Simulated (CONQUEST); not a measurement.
# HfO2 (Fm-3m) in CONQUEST: reference runs

Aim: a first look at HfO2 with PBEsol, on the cell as given and on a disturbed one.

Everything below comes from runs of CONQUEST 1.3. Logs are shortened: lines on timing, memory, paths and dates and some standing lists are left out, and cuts for length are marked.

## 1. The structure

The structure is cubic, space group Fm-3m (No. 225). The conventional cell has a = 5.115 Å, b = 5.115 Å, c = 5.115 Å, α = 90.00°, β = 90.00°, γ = 90.00°. Around Hf (site symmetry m-3m) lie 8 O at 2.21 Å. O (site symmetry -43m) has 4 Hf at 2.21 Å as nearest neighbours.

Measurements of this composition are mostly on another form, of space group No. 14.

## 2. Single point, PBEsol

Input file Conquest_input:

```
IO.Title HfO2
IO.Coordinates coords.dat
IO.FractionalAtomicCoords T
IO.Iprint 2
IO.Iprint_init 1
General.NumberOfSpecies 2
General.PseudopotentialType hamann
AtomMove.TypeOfRun static
AtomMove.FullStress T
Grid.GridCutoff 150
DM.SolutionMethod diagon
Diag.MPMesh T
Diag.GammaCentred T
Diag.MPMeshX 7
Diag.MPMeshY 7
Diag.MPMeshZ 5
Diag.kT 0.00183747
minE.SCTolerance 1e-6
SC.MaxIters 100
IO.AtomChargeOutput T
IO.DumpChargeDensity T
IO.DumpESPot T
%block ChemicalSpeciesLabel
1 178.490 Hf
2 16.000 O
%endblock
```

Input file coords.dat:

```
    6.8348581751     0.0000000000     0.0000000000
    0.0000000000     6.8348581751     0.0000000000
    0.0000000000     0.0000000000     9.6659491275
6
  0.0000000000   0.0000000000   0.0000000000 1 T T T
  0.5000000000   0.5000000000   0.5000000000 1 T T T
  0.0000000000   0.5000000000   0.2500000000 2 T T T
  0.5000000000   0.0000000000   0.7500000000 2 T T T
  0.0000000000   0.5000000000   0.7500000000 2 T T T
  0.5000000000   0.0000000000   0.2500000000 2 T T T
```

Potentials or basis: PseudoDojo NC PBEsol, DZP, grid cutoff 150 Ha.

Started as:

```sh
$ OMP_NUM_THREADS=1 Conquest
```

What it wrote:

```text
Simulation cell dimensions:     6.8349 a0 x     6.8349 a0 x     9.6659 a0

      Atomic coordinates (a0)
         Atom         X         Y         Z  Species
            1    0.0000    0.0000    0.0000        1
            2    3.4174    3.4174    4.8330        1
            3    0.0000    3.4174    2.4165        2
            4    3.4174    0.0000    7.2495        2
            5    0.0000    3.4174    7.2495        2
            6    3.4174    0.0000    2.4165        2

         Monkhorst-Pack mesh:   7 x   7 x   5 gamma-centred
        This calculation includes non-local pseudopotentials,
         with a maximum core radius of      8.18838327

    Job title: HfO2
    Job to be run: static calculation

[... 5 lines left out ...]
      Using Fermi-Dirac smearing

    Integration grid size:     40 x   40 x   60

    Integration grid spacing:  0.171 a0 x 0.171 a0 x 0.161 a0

    Number of species:  2
    --------------------------------------------------------
    |   #  mass (au)  Charge (e)  SF Rad (a0)  NSF  Label  |
    --------------------------------------------------------
    |   1    178.490      12.000        8.373   19  Hf     |
    |   2     16.000       6.000        5.126   13  O      |
    --------------------------------------------------------
          SCF tolerance:                 0.00000100
          SCF iterations:               100

    LibXC version:  6. 2. 2
    Using the GGA functional Perdew, Burke & Ernzerhof SOL
    Using the GGA functional Perdew, Burke & Ernzerhof SOL

           radial cut-off to be used is taken to be max PAO cut-off radius for this species:    8.188383

           greatest ang. mom. for making density from PAOs:  2

           radial cut-off to be used is taken to be max PAO cut-off radius for this species:    4.856058

           greatest ang. mom. for making density from PAOs:  2
    Minimum blocs/proc is     1500. Maximum blocs/proc is     1500
    set_atom_dens: In set_atomic_density, electrons :      48.000000000000
 matrix_size & matrix_size_padH =           90          90

    Screened ion int: energy:    -127.128405719803 Ha

    new_SC_potl: Starting.  Tolerance:  0.10000E-05

    PulayMixSC: Starting Pulay mixing, A_up =  0.500 A_dn =  0.500
    PulayMixSC: Spin non-polarised calculation.
          Harris-Foulkes Energy            :      -179.336511275755072 Ha
          (TS=0 as O(N) or entropic contribution is negligible)
          DFT Total Energy                 :      -178.633793524236182 Ha
          Total number of electrons        :        47.999999999999289
    PulayMixSC: Pulay iteration     1 residual:              0.81264E-02
          Harris-Foulkes Energy            :      -179.145647810756429 Ha
          (TS=0 as O(N) or entropic contribution is negligible)
          DFT Total Energy                 :      -178.931478823816462 Ha
          Total number of electrons        :        48.000008912169100
    PulayMixSC: Pulay iteration     2 residual:              0.57876E-02
          Harris-Foulkes Energy            :      -179.083276144942687 Ha
          (TS=0 as O(N) or entropic contribution is negligible)
          DFT Total Energy                 :      -179.081655055716965 Ha
          Total number of electrons        :        48.000011607992391
    PulayMixSC: Pulay iteration     3 residual:              0.11055E-02
          Harris-Foulkes Energy            :      -179.083503120009141 Ha
          (TS=0 as O(N) or entropic contribution is negligible)
          DFT Total Energy                 :      -179.078848041702088 Ha
          Total number of electrons        :        48.000019591609387
    PulayMixSC: Pulay iteration     4 residual:              0.60093E-03
          Harris-Foulkes Energy            :      -179.082074455721511 Ha
          (TS=0 as O(N) or entropic contribution is negligible)
          DFT Total Energy                 :      -179.081718565928384 Ha
          Total number of electrons        :        48.000018771682981
    PulayMixSC: Pulay iteration     5 residual:              0.15735E-03
          Harris-Foulkes Energy            :      -179.081942257009501 Ha
          (TS=0 as O(N) or entropic contribution is negligible)
          DFT Total Energy                 :      -179.081939169264047 Ha
          Total number of electrons        :        48.000018696045366
    PulayMixSC: Pulay iteration     6 residual:              0.15543E-04
          Harris-Foulkes Energy            :      -179.081941213297767 Ha
          (TS=0 as O(N) or entropic contribution is negligible)
          DFT Total Energy                 :      -179.081940988191263 Ha
          Total number of electrons        :        48.000018779342000
    PulayMixSC: Pulay iteration     7 residual:              0.42729E-05
          Harris-Foulkes Energy            :      -179.081941136053928 Ha
          (TS=0 as O(N) or entropic contribution is negligible)
          DFT Total Energy                 :      -179.081941135990064 Ha
          Total number of electrons        :        48.000018768832412
    PulayMixSC: Pulay iteration     8 residual:              0.10390E-06
    PulayMixSC: Reached SCF tolerance of  0.10390E-06 after      8 iterations
      | Number of electrons      =        48.000019
      |* band energy as 2Tr[K.H] =       -42.938061132422305 Ha
      |  screened ion-ion energy =      -127.128405719802771 Ha
      |  Ha correction           =        -1.066958567914716 Ha
      |  XC correction           =        -7.948510278282538 Ha
      |* Harris-Foulkes energy   =      -179.081941136053928 Ha
      |* DFT total energy        =      -179.081941135990064 Ha
      |  estimated accuracy      =        -0.000000000063864 Ha

    force: Forces on atoms (Ha/a0)
    force:  Atom   X              Y              Z
    force:     1   0.0000000000  -0.0000000000   0.0000000000
    force:     2   0.0000000000   0.0000000000  -0.0000000000
    force:     3   0.0000000000   0.0000000000   0.0000000000
    force:     4   0.0000000000  -0.0000000000  -0.0000000000
    force:     5  -0.0000000000   0.0000000000  -0.0000000000
    force:     6   0.0000000000   0.0000000000   0.0000000000

    force: Maximum force :        0.00000000(Ha/a0) on atom         1 in z direction
    force: Force Residual:        0.00000000 Ha/a0
    force: Total stress:          9.18493836     0.00000000     0.00000000 GPa
                             0.00000000     9.18493836     0.00000000
                             0.00000000     0.00000000     9.09354624
    force: Average pressure:     -9.15447432 GPa

    force: Finished force
    get_E_and_F: Change in energy during last step of electronic optimisation:  0.77244E-07

    BIBLIOGRAPHY: Please consider citing the following references in the conquest.bib file

    CONQUEST:         Bowler2002pt, Miyazaki2004, Nakata2020
    Basis:            Bowler2019
    DM:               Bowler:2006xr
    Pseudopotentials: Hamann2013, Bowler2019
    XC references from LibXC:
```

Run time: 96 s. Hardware: 1 thread of Intel Xeon 6975P-C (Granite Rapids), shared host; peak memory 1.1 GiB.

Results:

```yaml
Free_energy: -4873.0679 eV
Pressure: -9.2 GPa
Band_gap_on_the_k_mesh: 3.43 eV
Mulliken_charges: Hf +1.86; O -0.93 e
```

Caveat: Mulliken charges move with the basis; the box holds several primitive cells, so bands are folded and the points are those of the box's own zone; spin-orbit coupling is left out, which moves the levels of the heavy elements; an odd mesh through Γ misses points on the zone boundary, where band edges often lie; the basis of atomic orbitals isn't converged, which shifts pressures, moduli and gaps; the real-space grid breaks the cell's symmetry a little.

## 3. Single point, PBEsol (atoms moved at random, drawn with an rms of 0.05 Å)

Edit Conquest_input of step 2 so:

```diff
@@ -20,4 +20,2 @@
 IO.AtomChargeOutput T
-IO.DumpChargeDensity T
-IO.DumpESPot T
 %block ChemicalSpeciesLabel
```

Input file coords.dat:

```
    6.8348581751     0.0000000000     0.0000000000
    0.0000000000     6.8348581751     0.0000000000
    0.0000000000     0.0000000000     9.6659491275
6
  0.4896580000   0.5041250000   0.5049010000 1 T T T
  0.9896580000   0.0041250000   0.0049010000 1 T T T
  0.0048290000   0.4988500000   0.2475870000 2 T T T
  0.5048290000   0.9988500000   0.7475870000 2 T T T
  0.4956320000   0.0055020000   0.2455890000 2 T T T
  0.9956320000   0.5055020000   0.7455890000 2 T T T
```

Potentials or basis: PseudoDojo NC PBEsol, DZP, grid cutoff 150 Ha.

Started as:

```sh
$ OMP_NUM_THREADS=1 Conquest
```

What it wrote:

```text
Simulation cell dimensions:     6.8349 a0 x     6.8349 a0 x     9.6659 a0

      Atomic coordinates (a0)
         Atom         X         Y         Z  Species
            1    3.3467    3.4456    4.8803        1
            2    6.7642    0.0282    0.0474        1
            3    0.0330    3.4096    2.3932        2
            4    3.4504    6.8270    7.2261        2
            5    3.3876    0.0376    2.3739        2
            6    6.8050    3.4550    7.2068        2

         Monkhorst-Pack mesh:   7 x   7 x   5 gamma-centred
        This calculation includes non-local pseudopotentials,
         with a maximum core radius of      8.18838327

    Job title: HfO2
    Job to be run: static calculation

[... 5 lines left out ...]
      Using Fermi-Dirac smearing

    Integration grid size:     40 x   40 x   60

    Integration grid spacing:  0.171 a0 x 0.171 a0 x 0.161 a0

    Number of species:  2
    --------------------------------------------------------
    |   #  mass (au)  Charge (e)  SF Rad (a0)  NSF  Label  |
    --------------------------------------------------------
    |   1    178.490      12.000        8.373   19  Hf     |
    |   2     16.000       6.000        5.126   13  O      |
    --------------------------------------------------------
          SCF tolerance:                 0.00000100
          SCF iterations:               100

[... 37 lines left out ...]
          (TS=0 as O(N) or entropic contribution is negligible)
[... 13 lines left out ...]
          Harris-Foulkes Energy            :      -179.080919504113439 Ha
          (TS=0 as O(N) or entropic contribution is negligible)
          DFT Total Energy                 :      -179.080919440495165 Ha
          Total number of electrons        :        48.000015356520457
    PulayMixSC: Pulay iteration     7 residual:              0.30262E-05
          Harris-Foulkes Energy            :      -179.080919488968647 Ha
          (TS=0 as O(N) or entropic contribution is negligible)
          DFT Total Energy                 :      -179.080919482398969 Ha
          Total number of electrons        :        48.000015367652104
    PulayMixSC: Pulay iteration     8 residual:              0.13241E-05
          Harris-Foulkes Energy            :      -179.080919486739475 Ha
          (TS=0 as O(N) or entropic contribution is negligible)
          DFT Total Energy                 :      -179.080919486688572 Ha
          Total number of electrons        :        48.000015387224472
    PulayMixSC: Pulay iteration     9 residual:              0.14284E-06
    PulayMixSC: Reached SCF tolerance of  0.14284E-06 after      9 iterations
      | Number of electrons      =        48.000015
      |* band energy as 2Tr[K.H] =       -42.940537874588316 Ha
      |  screened ion-ion energy =      -127.118230627640642 Ha
      |  Ha correction           =        -1.074412531239874 Ha
      |  XC correction           =        -7.947740042664494 Ha
      |* Harris-Foulkes energy   =      -179.080919486739475 Ha
      |* DFT total energy        =      -179.080919486688572 Ha
      |  estimated accuracy      =        -0.000000000050903 Ha

    force: Forces on atoms (Ha/a0)
    force:  Atom   X              Y              Z
    force:     1   0.0025995762  -0.0009317697  -0.0030759995
    force:     2   0.0025995762  -0.0009317697  -0.0030759995
    force:     3  -0.0062949328   0.0045388640  -0.0001340500
    force:     4  -0.0062949328   0.0045388640  -0.0001340500
    force:     5   0.0034283241  -0.0033563342   0.0039420925
    force:     6   0.0034283241  -0.0033563342   0.0039420925

    force: Maximum force :        0.00629493(Ha/a0) on atom         3 in x direction
    force: Force Residual:        0.00621535 Ha/a0
    force: Total stress:          7.79193276     0.07363361    -0.70065542 GPa
                             0.07363361     8.83801730    -0.66811842
                            -0.70065542    -0.66811842     8.37788527
    force: Average pressure:     -8.33594511 GPa

    force: Finished force
    get_E_and_F: Change in energy during last step of electronic optimisation:  0.22292E-08

    BIBLIOGRAPHY: Please consider citing the following references in the conquest.bib file

    CONQUEST:         Bowler2002pt, Miyazaki2004, Nakata2020
    Basis:            Bowler2019
    DM:               Bowler:2006xr
    Pseudopotentials: Hamann2013, Bowler2019
    XC references from LibXC:
```

Run time: 1.9 min. Hardware: 1 thread of Intel Xeon 6975P-C (Granite Rapids), shared host; peak memory 1.1 GiB.

Results:

```
Pressure               : -8.3 GPa
Band gap on the k mesh : 3.46 eV
Mulliken charges       : Hf +1.86; O -0.93 e
```

Caveat: Mulliken charges move with the basis; the box holds several primitive cells, so bands are folded and the points are those of the box's own zone; the real-space grid is too coarse here: the forces don't sum to zero and aren't listed, and the energy moves when atoms move against the grid; spin-orbit coupling is left out, which moves the levels of the heavy elements; an odd mesh through Γ misses points on the zone boundary, where band edges often lie; the basis of atomic orbitals isn't converged, which shifts pressures, moduli and gaps.
